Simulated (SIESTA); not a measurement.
**Sb under changes of volume**

One of the cells (27.199 Å³/atom); the others are scaled copies at fixed shape and fractional positions:

```
Sb
1.0
     0.00000    2.38695    2.38695
     2.38695    0.00000    2.38695
     2.38695    2.38695    0.00000
Sb
1
Direct
  0.00000 0.00000 0.00000
```

This isn't the form of Sb at room conditions, which is rhombohedral.

| Item | Value |
| --- | --- |
| Program | SIESTA 5.4.2 |
| Functional | PBE |
| Potentials or basis | PseudoDojo 0.4 standard (PBE files) |
| Basis | DZP (energy shift 0.002 Ry) |
| Grid cutoff | 500 Ry |
| Energy shift | 0.002 Ry |
| k mesh | 10 × 10 × 10 |
| Occupations | fermi-dirac, width 0.05 eV |
| Spin | no spin polarisation |

```csv
volume (Å³/atom),energy over the lowest point (meV/atom),pressure (GPa)
25.066,?,?
25.599,66.64,7.7
26.133,43.67,6.1
27.199,12.49,3.2
27.733,4.12,1.8
28.266,0.00,0.6
```

Task: What does the run at 25.066 Å³/atom give?

Result: Energy over the lowest point 95.01 meV/atom; pressure 9.6 GPa.

Worked out: A Birch-Murnaghan fit of order 3 (a polynomial in V^(-2/3)) to the other rows has its minimum at 28.50 Å³/atom, just outside them, with B0 = V·E''(V) = 67 GPa (rough, since the energies scatter). It gives 94.79 meV/atom at 25.066 Å³/atom, against the run's 95.01, and -dE/dV = 9.3 GPa, against 9.6.

Energies are extrapolated to zero smearing.

Caveats: semicore shells carry a single zeta, which can move pressures by several GPa and volumes by a few percent; the basis of atomic orbitals isn't converged, which shifts pressures, moduli and gaps.
